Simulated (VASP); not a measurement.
The system is PbO.

```
CELL_PARAMETERS angstrom
5.91282 0.00000 0.00000
0.00000 5.52571 0.00000
0.00000 0.00000 4.71264
ATOMIC_POSITIONS crystal
Pb 0.23040 0.01076 0.75000
Pb 0.76960 0.98924 0.25000
Pb 0.76960 0.51076 0.75000
Pb 0.23040 0.48924 0.25000
O 0.86380 0.90823 0.75000
O 0.13620 0.09177 0.25000
O 0.13620 0.40823 0.75000
O 0.86380 0.59177 0.25000
```

The cell is a database's computed one.

Base run:

```yaml
Program: VASP 6.6.1
Functional: PBEsol
Potentials_or_basis: VASP PAW PBE potentials, release 64 (Pb_d, O)
Cutoff: 700 eV
k_mesh: 6 × 6 × 6
Occupations: gaussian, width 0.02 eV
Spin: no spin polarisation
```

Its results: band gap on the k mesh 2.03 eV, indirect (least direct gap 2.30 eV); pressure 0.0 GPa; largest force 0.004 eV/Å.

Q: The run is repeated on the same cell with these changes: functional from PBEsol to r2SCAN; cutoff from 700 eV to 520 eV. What comes out?

A: Band gap on the k mesh 2.50 eV, indirect (least direct gap 2.76 eV); pressure 1.2 GPa; largest force 0.078 eV/Å.

r2SCAN gives the wider gap, since meta-GGAs in the generalised Kohn-Sham scheme recover part of the derivative discontinuity.

Caveats: the PAW data sets were made with another functional, which shifts forces and pressure a little; spin-orbit coupling is left out, which as a rule narrows the gap of such compounds by several tenths of an eV.

A k mesh can miss the band edges.
